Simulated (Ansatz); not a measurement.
## Stationary points along a deformation path in C

Method: DFT PBE+D3(BJ), scalar-relativistic, plane waves, PAW (Ansatz 0.2.0). The runs took a 420 eV cutoff, a Γ-centred 30×30×18 mesh and Gaussian smearing (0.15 eV). No spin polarisation. Energies are free energies at this smearing, counted from the undisturbed cell; pressure is positive in compression.

Zero of the scan (relaxed at this level; this form isn't the usual structure):

```
C
1.0
     2.46474    0.00000    0.00000
    -1.23237    2.13453    0.00000
     0.00000    0.00000    3.56743
C
2
Direct
  0.33333 0.66667 0.00000
  0.66667 0.33333 0.00000
```

At fixed volume and fractional coordinates, lengths along (0.000, 0.000, 1.000) are scaled against those across it; ρ is that ratio over its starting value. V = 9.384 Å³/atom. Δσ is the stress along the axis less the mean stress across it (compression positive).

| ρ | ΔE (meV/atom) | Δσ (GPa) | space group |
| --- | --- | --- | --- |
| 0.800 | 391.4 | 86.32 | P6/mmm |
| 0.850 | 212.1 | 64.91 | P6/mmm |
| 0.920 | 57.6 | 34.70 | P6/mmm |
| 0.960 | 14.1 | 17.45 | P6/mmm |
| 1.000 | 0.0 | 0.10 | P6/mmm |
| 1.050 | 20.6 | -21.93 | P6/mmm |
| 1.100 | 80.4 | -44.03 | P6/mmm |
| 1.200 | 301.0 | -85.71 | P6/mmm |
| 1.300 | 630.5 | -126.05 | P6/mmm |

How does the stress give the slope of the energy, and where is the energy stationary?

Along the path d ln(length) is 2/3 d ln ρ on the axis and −1/3 d ln ρ across it, so dE/d ln ρ = −(2/3) V Δσ: the energy falls with ρ where Δσ is positive. Δσ vanishes or changes sign between ρ = 1.000 and 1.050, a minimum (near 1.00 by linear interpolation). Pairs of stationary points between two samples would go unseen, and could change a minimum read from distant neighbours into a maximum.

Integrate that slope from ρ = 1 to 0.850 by the trapezoid rule.

With V/N in Å³ and 1 eV/Å³ = 160.2 GPa the slopes at ρ = 1.000, 0.960, 0.920, 0.850 are -4, -682, -1355, -2535 meV/atom per unit of ln ρ. The steps add 14.0 + 43.3 + 153.9 = 211.2 meV/atom, against 212.1 from the energies; the trapezoid rule misses the curvature of the slope within each step.

In a metal these slopes depend on the k mesh and the smearing.

Cost: 9 runs of about 1.6 core-minutes in all, on Arm Neoverse V1 (shared hosts).